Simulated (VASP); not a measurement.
# 1T-SrCl2 monolayer: relaxation and electronic structure, part 2 of 3

Wanted: how 1T-SrCl2 monolayer relaxes, and what it costs to take an electron out.

VASP 6.6.1; PBE with D3(BJ); plane waves and PAW (Cl, Sr_sv).

So far. Step 2 (Relaxing the slab): The run ended after 9 ionic steps, 0.293 eV below its first step, once forces and stress met EDIFFG = -0.02. Step 2 (Relaxing the slab): An edge in the plane moved by 10 %, while the plane waves stayed those of the start. The cell reached is therefore not relaxed on a basis of its own, and a second relaxation, which would tell, was not made.

### Step 3. Vacuum level and density of states

A static run writes the electrostatic potential without exchange and correlation (LVHAR), which is flat in the vacuum and gives the level to count from. The dipole correction cancels the field that unlike faces would set up across the vacuum.

Contents of INCAR:

```
SYSTEM = SrCl2
PREC = Normal
ENCUT = 350
EDIFF = 1E-06
NELM = 120
ISMEAR = -1
SIGMA = 0.05
LREAL = .FALSE.
ALGO = Fast
GGA = PE
IVDW = 12
NBANDS = 25
LORBIT = 11
LWAVE = .FALSE.
LCHARG = .TRUE.
IDIPOL = 3
LDIPOL = .TRUE.
DIPOL = 0.5 0.5 0.5
LVHAR = .TRUE.
LVACPOTAV = .TRUE.
LELF = .TRUE.
NEDOS = 1500
```

Contents of POSCAR:

```
SrCl2
1.0
    4.3966410825      0.0000000000      0.0000000000
   -2.1983205412      3.8076028687      0.0000000000
    0.0000000000      0.0000000000     21.4708469102
Cl Sr
2 1
Direct
    0.6666666667      0.3333333333      0.4335793307
    0.3333333333      0.6666666667      0.5664206693
    0.0000000000      0.0000000000      0.5000000000
```

Contents of KPOINTS:

```
Automatic mesh
0
Gamma
12 12 1
0 0 0
```

PAW data sets: Cl and Sr_sv (PBE family, release 64).

Command:

```bash
mpirun -np 2 vasp_std
```

What it wrote:

```text
[banner, memory and clock lines left out]
running    2 mpi-ranks, on    1 nodes
 distrk:  each k-point on    2 cores,    1 groups
 distr:  one band on    1 cores,    2 groups

 POSCAR found type information on POSCAR ClSr
 POSCAR found :  2 types and       3 ions
 LDA part: xc-table for (Slater+PW92), standard interpolation
|                                                                             |
|           W    W    AA    RRRRR   N    N  II  N    N   GGGG   !!!           |
|           W    W   A  A   R    R  NN   N  II  NN   N  G    G  !!!           |
|           W    W  A    A  R    R  N N  N  II  N N  N  G       !!!           |
|           W WW W  AAAAAA  RRRRR   N  N N  II  N  N N  G  GGG   !            |
|           WW  WW  A    A  R   R   N   NN  II  N   NN  G    G                |
|           W    W  A    A  R    R  N    N  II  N    N   GGGG   !!!           |
|                                                                             |
|     The number of bands has been changed from the values supplied in        |
|     The orbitals not found in the WAVECAR file will be initialized with     |
|     random numbers, which is usually adequate. For correlated               |
|     calculations, however, you should redo the groundstate calculation.     |
|     I found NBANDS = 25. Now, NBANDS = 26.                                  |
|                                                                             |

 POSCAR, INCAR and KPOINTS ok, starting setup
 FFT: planning ... GRIDC
 FFT: planning ... GRID_SOFT
 FFT: planning ... GRID
 WAVECAR not read
 entering main loop
       N       E                     dE             d eps       ncg     rms          rms(c)
DAV:   1     0.140145406433E+03    0.14015E+03   -0.77750E+03  1140   0.487E+02
DAV:   2     0.623424957831E+01   -0.13391E+03   -0.12946E+03  1426   0.138E+02
DAV:   3    -0.126033431431E+02   -0.18838E+02   -0.18728E+02  1558   0.470E+01
DAV:   4    -0.130198188908E+02   -0.41648E+00   -0.41558E+00  1462   0.707E+00
DAV:   5    -0.130292847169E+02   -0.94658E-02   -0.94644E-02  1462   0.801E-01    0.154E+01
RMM:   6    -0.126373160235E+02    0.39197E+00   -0.59421E-01  1292   0.259E+00    0.949E+00
RMM:   7    -0.126467107638E+02   -0.93947E-02   -0.71313E-01  1415   0.298E+00    0.139E+00
RMM:   8    -0.126281930740E+02    0.18518E-01   -0.75235E-02  1346   0.108E+00    0.312E-01
RMM:   9    -0.126282805477E+02   -0.87474E-04   -0.58385E-03  1502   0.341E-01    0.177E-01
RMM:  10    -0.126284197665E+02   -0.13922E-03   -0.15921E-03  1470   0.141E-01    0.102E-01
RMM:  11    -0.126283824846E+02    0.37282E-04   -0.47983E-04  1482   0.802E-02    0.707E-02
RMM:  12    -0.126285851496E+02   -0.20267E-03   -0.19195E-04  1535   0.414E-02    0.436E-02
RMM:  13    -0.126290176966E+02   -0.43255E-03   -0.16337E-04  1431   0.417E-02    0.520E-02
RMM:  14    -0.126293647515E+02   -0.34705E-03   -0.93838E-05  1492   0.262E-02    0.132E-02
RMM:  15    -0.126296398912E+02   -0.27514E-03   -0.61226E-05  1456   0.217E-02    0.239E-02
RMM:  16    -0.126297676450E+02   -0.12775E-03   -0.16113E-05  1440   0.138E-02    0.125E-02
RMM:  17    -0.126297939194E+02   -0.26274E-04   -0.36109E-06  1415   0.617E-03    0.109E-02
RMM:  18    -0.126298147038E+02   -0.20784E-04   -0.13687E-06  1285   0.401E-03    0.226E-03
RMM:  19    -0.126298263998E+02   -0.11696E-04   -0.56189E-07  1192   0.245E-03    0.156E-03
RMM:  20    -0.126298289926E+02   -0.25928E-05   -0.16137E-07  1123   0.141E-03    0.829E-04
RMM:  21    -0.126298298640E+02   -0.87140E-06   -0.59216E-08  1045   0.988E-04
|                                                                             |
|           W    W    AA    RRRRR   N    N  II  N    N   GGGG   !!!           |
|           W    W   A  A   R    R  NN   N  II  NN   N  G    G  !!!           |
|           W    W  A    A  R    R  N N  N  II  N N  N  G       !!!           |
|           W WW W  AAAAAA  RRRRR   N  N N  II  N  N N  G  GGG   !            |
|           WW  WW  A    A  R   R   N   NN  II  N   NN  G    G                |
|           W    W  A    A  R    R  N    N  II  N    N   GGGG   !!!           |
|                                                                             |
|     Did not find any points to average over, which means that no vacuum     |
|     field-free region was found. Please increase the size of  your cell     |
|     in the dimension of the dipole correction to obtain accurate            |
|     workfunction values.                                                    |
|                                                                             |

   1 F= -.13012039E+02 E0= -.13012039E+02  d E =-.879808E-10
```

The job ended after 23 s (2 MPI ranks of AMD EPYC 9R45, shared host; peak memory 0.36 GiB).

OUTCAR, selected parts (step 3):

```text
  LATTYP: Found a hexagonal cell.
 ALAT       =     4.3966410825
 C/A-ratio  =     4.8834659249

The static configuration has the point symmetry D_3d.

 Found     19 irreducible k-points:

   k-points           NKPTS =     19   k-points in BZ     NKDIM =     19   number of bands    NBANDS=     26

   dimension x,y,z NGX =    20 NGY =   20 NGZ =   98
   dimension x,y,z NGXF=    40 NGYF=   40 NGZF=  196

   ENCUT  =  350.0 eV  25.72 Ry    5.07 a.u.   6.71  6.71 32.75*2*pi/ulx,y,z

   NELECT =      24.0000    total number of electrons

 dipolmoment           0.000000      0.000000     -0.000000 electrons x Angstroem

 E-fermi :  -5.0680

 k-point     1 :       0.0000    0.0000    0.0000
  band No.  band energies     occupation
    ...
      8      -7.1510      2.00000
      9      -7.1510      2.00000
     10      -6.3558      2.00000
     11      -6.3558      2.00000
     12      -6.3096      2.00000
     13      -0.3613      0.00000
     14       0.7345      0.00000
     15       0.7346      0.00000
     16       0.9644      0.00000
     17       1.4751      0.00000
    ...

 k-point     2 :       0.0833    0.0000    0.0000
  band No.  band energies     occupation
    ...
      8      -7.1734      2.00000
      9      -7.1358      2.00000
     10      -6.4282      2.00000
     11      -6.3778      2.00000
     12      -6.2805      2.00000
     13      -0.2170      0.00000
     14       0.6279      0.00000
     15       0.8170      0.00000
     16       0.9935      0.00000
     17       1.4768      0.00000
    ...

 Edisp (eV)   -0.38221

  Total       0.01139     0.01139    -0.06137     0.00000     0.00000     0.00000
  in kB       0.05076     0.05076    -0.27356     0.00000     0.00000     0.00000
  external pressure =       -0.06 kB  Pullay stress =        0.00 kB

  energy-cutoff  :      350.00
  volume of cell :      359.44
      direct lattice vectors                 reciprocal lattice vectors
     4.396641083  0.000000000  0.000000000     0.227446358  0.131316216  0.000000000
    -2.198320541  3.807602869  0.000000000     0.000000000  0.262632432  0.000000000
     0.000000000  0.000000000 21.470846910     0.000000000  0.000000000  0.046574781

 POSITION                                       TOTAL-FORCE (eV/Angst)
 -----------------------------------------------------------------------------------
      2.19832      1.26920      9.30932        -0.000000      0.000000      0.016019
     -0.00000      2.53840     12.16153         0.000000     -0.000000     -0.016019
      0.00000      0.00000     10.73542         0.000000     -0.000000      0.000000
 -----------------------------------------------------------------------------------
    total drift:                                0.000000      0.000000      0.000000

  FREE ENERGIE OF THE ION-ELECTRON SYSTEM (eV)
  ---------------------------------------------------
  free  energy   TOTEN  =       -13.0120389342 eV

  energy  without entropy=      -13.0120389341  energy(sigma->0) =      -13.01203893

 vacuum level on the upper side and lower side of the slab         1.808         1.808

 total charge
# of ion       s       p       d       tot
------------------------------------------
    1        1.592   3.567   0.000   5.159
    2        1.592   3.567   0.000   5.159
    3        2.002   5.775   0.173   7.950
--------------------------------------------------
tot          5.185  12.909   0.173  18.268

[... 2 parts as in an earlier step ...]

[... 6 further parts left out ...]
```

This step gave:

```yaml
electronic_cycles: 21
fermi_energy: -5.068 eV
vacuum_levels: 1.808, 1.808 eV
ionisation_potentials_of_the_upper_and_lower_face: 8.020, 8.020 eV
electron_affinities_of_the_upper_and_lower_face: 2.169, 2.169 eV
least_direct_gap_on_the_k_mesh: 5.948 eV
```

The density of states has structure finer than the step of the table below, so its rows give means over 1 eV, whole bins alone (the curve runs from -12.0 to 13.7 eV). Peaks (eV: height): total -0.9: 11.6, -0.4: 13.1, 7.7: 7.11, 8.9: 7.32; Cl s 7.7: 0.127, 8.1: 0.106, 8.6: 0.116, 8.9: 0.104; Cl p -0.9: 6.59, -0.4: 8.03; Sr s -1.2: 0.108, 6.3: 0.0645, 9.7: 0.295, 10.4: 0.170; Sr p -0.9: 0.198, 10.7: 0.172, 11.2: 0.180, 11.9: 0.191.

Means over bins of 0.098 eV. Density of states against energy, zero at the valence-band top; means over each step; values in states/eV/cell:

```tsv
energy (eV)	total	Cl s	Cl p	Sr s	Sr p	Sr d
-11	9.2e-4	6.4e-4	0	0	1.2e-4	0
-10	0	0	0	0	0	0
-9	0	0	0	0	0	0
-8	0	0	0	0	0	0
-7	0	0	0	0	0	0
-6	0	0	0	0	0	0
-5	0	0	0	0	0	0
-4	0	0	0	0	0	0
-3	0	0	0	0	0	0
-2	0.128	2.8e-4	0.0660	0.00261	1.0e-4	0.00122
-1	7.03	0.0119	3.99	0.0384	0.0767	0.126
0	4.84	0.00269	3.06	8.5e-4	0.0455	0.0387
1	2.0e-5	0	0	0	0	0
2	0	0	0	0	0	0
3	0	0	0	0	0	0
4	0	0	0	0	0	0
5	3.5e-5	0	0	3.5e-6	0	0
6	1.22	0.0232	0.0481	0.0256	0.00111	0.303
7	3.55	0.0459	0.166	0.0215	0.0159	1.03
8	4.49	0.0884	0.148	0.0225	0.0412	1.19
9	6.10	0.0646	0.274	0.0720	0.0302	1.58
10	5.50	0.0137	0.257	0.162	0.0654	0.560
11	5.26	0.00700	0.196	0.0627	0.127	0.215
12	1.86	0.00258	0.0402	0.00359	0.0954	0.0716
13	1.4e-4	0	0	0	3.3e-6	0
```

Zero at the Fermi level. Table of planar average of the electrostatic potential by height:

```tsv
height (Å)	planar average of the electrostatic potential (eV)
0	6.88
1	6.88
2	6.88
3	6.88
4	6.88
5	6.88
6	6.88
7	6.86
8	6.49
9	-1.86
10	-1.13
11	-1.43
12	-4.58
13	5.08
14	6.81
15	6.87
16	6.88
17	6.88
18	6.88
19	6.88
20	6.88
21	6.88
```

Density of states in the PAW spheres, an atom over height of the layer and energy from the Fermi level.

Values in states/eV, 22 rows by 3 columns, each cell a mean:
```
0.00 0.00 0.00
0.00 0.00 0.00
0.00 0.00 0.00
0.03 0.00 0.03
1.53 0.05 1.53
2.96 0.22 2.96
2.54 0.33 2.54
1.65 0.20 1.65
0.32 0.04 0.32
0.00 0.00 0.00
0.00 0.00 0.00
0.00 0.00 0.00
0.00 0.00 0.00
0.00 0.00 0.00
0.00 0.00 0.00
0.00 0.00 0.00
0.00 0.00 0.00
0.00 0.00 0.00
0.00 0.00 0.00
0.00 0.00 0.00
0.00 0.00 0.00
0.00 0.00 0.00
```
Columns: height of the layer (Å) from 9.3 to 12.2; rows upwards: energy from the Fermi level (eV) from -7.9 to 0.5.

ELF in the ca plane at fractional y = 0.000, with atoms of Sr within 0.2 Å of it. It is the smooth field of the valence electrons, not physical close to the nuclei.

Ten even steps from '0' (0.00) to '9' (0.83), each cell a mean:
```
00000000000000000000179879950000000000000000
00000000000000000000038999720000000000000000
00000000000000022122002675201110000000000000
00000000000000021356631000135543110000000000
00000000000000212467763001477764210000000000
00000000000000123578875102688864200000000000
00000000000000002467874101578764333000000000
00000000000000122356641000257642100000000000
00000000000000000133211232013442420000000000
00000000000001000000026999510000000000000000
00000000000000000000059989940000000100000000
00000000000000000000179868961000000000000000
```
Columns run along c (16.0 Å, from fractional 0.09 to 0.84 of the cell), rows up along a (4.4 Å). Atoms in or near the plane, at fractional coordinates: Sr at (0.50, 0.00).

Electrostatic potential energy in the ca plane at fractional y = 0.000, with atoms of Sr within 0.2 Å of it. With pseudopotentials it is smooth inside the atoms' cores, unlike the true potential.

Ten even steps from '0' (-18 eV) to '9' (2 eV), each cell a mean:
```
99999999999999999988630000036899999999999999
99999999999999999998751000157899999999999999
99999999999999999998864223468899999999999999
99999999999999999999887666788999999999999999
99999999999999999999888888888999999999999999
99999999999999999999888888888999999999999999
99999999999999999999888888888999999999999999
99999999999999999999887777788999999999999999
99999999999999999999876444678999999999999999
99999999999999999998752101357899999999999999
99999999999999999998630000046899999999999999
99999999999999999988620000036889999999999999
```
Columns run along c (16.0 Å, from fractional 0.09 to 0.84 of the cell; values clipped at the 3rd and 97th percentile), rows up along a (4.4 Å). Atoms in or near the plane, at fractional coordinates: Sr at (0.50, 0.00).

Valence density in the ca plane at fractional y = 0.000, with atoms of Sr within 0.2 Å of it. It is the smooth field of the valence electrons, not physical close to the nuclei.

Ten steps, logarithmic in the rise over the least value, from '0' (0.0 e/Å³) to '9' (3.2 e/Å³), each cell a mean:
```
00000000000000000000258999852000000000000000
00000000000000000001136888631100000000000000
00000000000000000011224565422110000000000000
00000000000000000112222333222210000000000000
00000000000000000123332222333321000000000000
00000000000000000123433222334321000000000000
00000000000000000123333222333321000000000000
00000000000000000122332222233221000000000000
00000000000000000011223444322110000000000000
00000000000000000001135777531100000000000000
00000000000000000000247999741000000000000000
00000000000000000000258999852000000000000000
```
Columns run along c (16.0 Å, from fractional 0.09 to 0.84 of the cell), rows up along a (4.4 Å). Atoms in or near the plane, at fractional coordinates: Sr at (0.50, 0.00).

The density of states holds every band computed, so its fall toward the upper end of the range is no gap.

The map of layer states is cut here 0.5 eV above the Fermi level, so it leaves out the states above that.

The vacuum level lies 8.02 eV above the highest filled level at the upper face; both faces agree, as the slab has next to no dipole.

The program found no field-free point at its default tolerance, but its printed level agrees with the flat part of the planar average.

### Step 4. The slab in a field, field -0.1

A field across the slab, with the atoms held, gives the electronic response: the dipole changes linearly with the field, and the energy has a linear term from the slab's own dipole and a quadratic one from its polarisability.

Contents of INCAR:

```
SYSTEM = SrCl2
PREC = Normal
ENCUT = 350
EDIFF = 1E-06
NELM = 120
ISMEAR = -1
SIGMA = 0.05
LREAL = .FALSE.
ALGO = Fast
GGA = PE
IVDW = 12
NBANDS = 18
LORBIT = 11
LWAVE = .FALSE.
LCHARG = .FALSE.
KPAR = 2
IDIPOL = 3
LDIPOL = .TRUE.
DIPOL = 0.5 0.5 0.5
EFIELD = -0.1
LVHAR = .TRUE.
```

POSCAR is that of step 3.

KPOINTS is that of step 3.

Command:

```bash
mpirun -np 2 vasp_std
```

What it wrote:

```text
[... set-up lines as in an earlier step ...]
 entering main loop
       N       E                     dE             d eps       ncg     rms          rms(c)
DAV:   1     0.151221626031E+03    0.15122E+03   -0.81404E+03   836   0.707E+02
DAV:   2     0.100259725216E+02   -0.14120E+03   -0.13779E+03   912   0.179E+02
DAV:   3    -0.123956896838E+02   -0.22422E+02   -0.22374E+02  1034   0.694E+01
DAV:   4    -0.130223622743E+02   -0.62667E+00   -0.62563E+00  1086   0.115E+01
DAV:   5    -0.130333809046E+02   -0.11019E-01   -0.11015E-01  1080   0.125E+00    0.154E+01
RMM:   6    -0.126346817738E+02    0.39870E+00   -0.76758E-01   862   0.396E+00    0.935E+00
RMM:   7    -0.126505077045E+02   -0.15826E-01   -0.10737E+00   914   0.469E+00    0.172E+00
RMM:   8    -0.126280311903E+02    0.22477E-01   -0.11801E-01   907   0.185E+00    0.573E-01
RMM:   9    -0.126295161628E+02   -0.14850E-02   -0.10872E-02  1000   0.529E-01    0.250E-01
RMM:  10    -0.126297951125E+02   -0.27895E-03   -0.44940E-03  1034   0.310E-01    0.902E-02
RMM:  11    -0.126299374773E+02   -0.14236E-03   -0.15215E-03  1166   0.159E-01    0.116E-01
RMM:  12    -0.126301831494E+02   -0.24567E-03   -0.73302E-04  1208   0.946E-02    0.449E-02
RMM:  13    -0.126305252218E+02   -0.34207E-03   -0.30990E-04  1079   0.766E-02    0.270E-02
RMM:  14    -0.126309077262E+02   -0.38250E-03   -0.23189E-04  1151   0.561E-02    0.425E-02
RMM:  15    -0.126312381542E+02   -0.33043E-03   -0.80477E-05  1121   0.408E-02    0.133E-02
RMM:  16    -0.126313224764E+02   -0.84322E-04   -0.44990E-05  1133   0.249E-02    0.887E-03
RMM:  17    -0.126314055278E+02   -0.83051E-04   -0.21680E-05  1121   0.192E-02    0.126E-02
RMM:  18    -0.126314243043E+02   -0.18777E-04   -0.10492E-05   959   0.127E-02    0.367E-03
RMM:  19    -0.126314282540E+02   -0.39497E-05   -0.47340E-06   831   0.891E-03    0.411E-03
WARNING in EDDRMM: call to ZHEGV failed, returncode =   8  4      7
RMM:  20    -0.126314332713E+02   -0.50173E-05   -0.29738E-06   816   0.702E-03    0.191E-03
WARNING in EDDRMM: call to ZHEGV failed, returncode =   6  3      8
RMM:  21    -0.126314412812E+02   -0.80099E-05   -0.24157E-06   783   0.618E-03    0.824E-04
RMM:  22    -0.126314419104E+02   -0.62919E-06   -0.55293E-07   662   0.439E-03
   1 F= -.13013651E+02 E0= -.13013651E+02  d E =-.116896E-10
```

Elapsed: 18 s, on 2 MPI ranks; peak memory 0.41 GiB; 35 s of CPU time.

Parts of OUTCAR (step 4):

```text
The static configuration has the point symmetry D_3d.

 Found     19 irreducible k-points:

   NELECT =      24.0000    total number of electrons

 dipolmoment           0.000000      0.000000     -0.032222 electrons x Angstroem

 E-fermi :  -4.9613

 k-point     1 :       0.0000    0.0000    0.0000
  band No.  band energies     occupation
    ...
      8      -7.1536      2.00000
      9      -7.1535      2.00000
     10      -6.3539      2.00000
     11      -6.3539      2.00000
     12      -6.3081      2.00000
     13      -0.3693      0.00000
     14       0.7342      0.00000
     15       0.7342      0.00000
     16       0.9269      0.00000
     17       1.4090      0.00000
    ...

 k-point     2 :       0.0833    0.0000    0.0000
  band No.  band energies     occupation
    ...
      8      -7.1760      2.00000
      9      -7.1384      2.00000
     10      -6.4262      2.00000
     11      -6.3758      2.00000
     12      -6.2790      2.00000
     13      -0.2260      0.00000
     14       0.6276      0.00000
     15       0.8166      0.00000
     16       0.9622      0.00000
     17       1.4395      0.00000
    ...

 Edisp (eV)   -0.38221

  Total       0.01277     0.01277    -0.06387     0.00000     0.00000    -0.00000
  in kB       0.05691     0.05691    -0.28469     0.00000     0.00000    -0.00000
  external pressure =       -0.06 kB  Pullay stress =        0.00 kB

 POSITION                                       TOTAL-FORCE (eV/Angst)
 -----------------------------------------------------------------------------------
      2.19832      1.26920      9.30932        -0.000000      0.000000     -0.019288
     -0.00000      2.53840     12.16153         0.000000     -0.000000     -0.051331
      0.00000      0.00000     10.73542         0.000000     -0.000000      0.070618
 -----------------------------------------------------------------------------------
    total drift:                               -0.000000     -0.000000     -0.000606

  FREE ENERGIE OF THE ION-ELECTRON SYSTEM (eV)
  ---------------------------------------------------
  free  energy   TOTEN  =       -13.0136509806 eV

  energy  without entropy=      -13.0136509806  energy(sigma->0) =      -13.01365098

 vacuum level on the upper side and lower side of the slab         2.664         0.953

 total charge
# of ion       s       p       d       tot
------------------------------------------
    1        1.592   3.568   0.000   5.160
    2        1.592   3.566   0.000   5.158
    3        2.002   5.775   0.173   7.950
--------------------------------------------------
tot          5.185  12.909   0.173  18.268

[... 8 parts as in an earlier step ...]

[... 5 further parts left out ...]
```

This step gave:

```yaml
electronic_cycles: 22
fermi_energy: -4.961 eV
dipole_moment: 0, 0, -0.03222 e·Å
gap_on_the_k_mesh: 5.842 eV
least_direct_gap_on_the_k_mesh: 5.939 eV
```

Zero at the Fermi level. The planar average of the electrostatic potential by height:

```tsv
height (Å)	planar average of the electrostatic potential (eV)
0.0	6.77
0.5	5.92
1.0	5.97
1.5	6.02
2.0	6.07
2.5	6.12
3.0	6.17
3.5	6.22
4.0	6.27
4.5	6.32
5.0	6.37
5.5	6.42
6.0	6.47
6.5	6.52
7.0	6.55
7.5	6.54
8.0	6.28
8.5	4.70
9.0	-2.02
9.5	-4.65
10.0	-1.26
10.5	-1.61
11.0	-1.53
11.5	-1.34
12.0	-4.65
12.5	-1.52
13.0	5.05
13.5	6.53
14.0	6.86
14.5	6.96
15.0	7.02
15.5	7.07
16.0	7.12
16.5	7.17
17.0	7.22
17.5	7.27
18.0	7.32
18.5	7.37
19.0	7.42
19.5	7.47
20.0	7.52
20.5	7.57
21.0	7.62
```

Force by atom:

```tsv
atom	x (eV/Å)	y (eV/Å)	z (eV/Å)	size
Cl1	0.0000	0.0000	-0.0193	0.0193
Cl2	0.0000	0.0000	-0.0513	0.0513
Sr3	0.0000	0.0000	0.0706	0.0706
```

VASP counts the dipole in electrons times Å, so a positive number points the physical dipole along −c. A positive EFIELD is likewise a physical field along −c.

Energy at zero smearing: -13.01365 eV.

(Continued in part 3 of 3.)

[Lines on the potential files, build, host, timing and source positions are cut from VASP's logs without a mark.]

[Logs are printed without paths, hosts, clocks, repeated set-up lines and the standing remarks that a program may print on its own settings, such as how far it seeks lower states.]

[Hosts, paths, dates, database ids (printed as entryN), source tags and the programs' standing remarks are cut or masked in the printed files.]

[In band tables of VASP the shares of atoms and orbitals are scaled to a sum of 1 inside the atoms' spheres.]

[Runs that stopped without an error message from VASP are left out.]
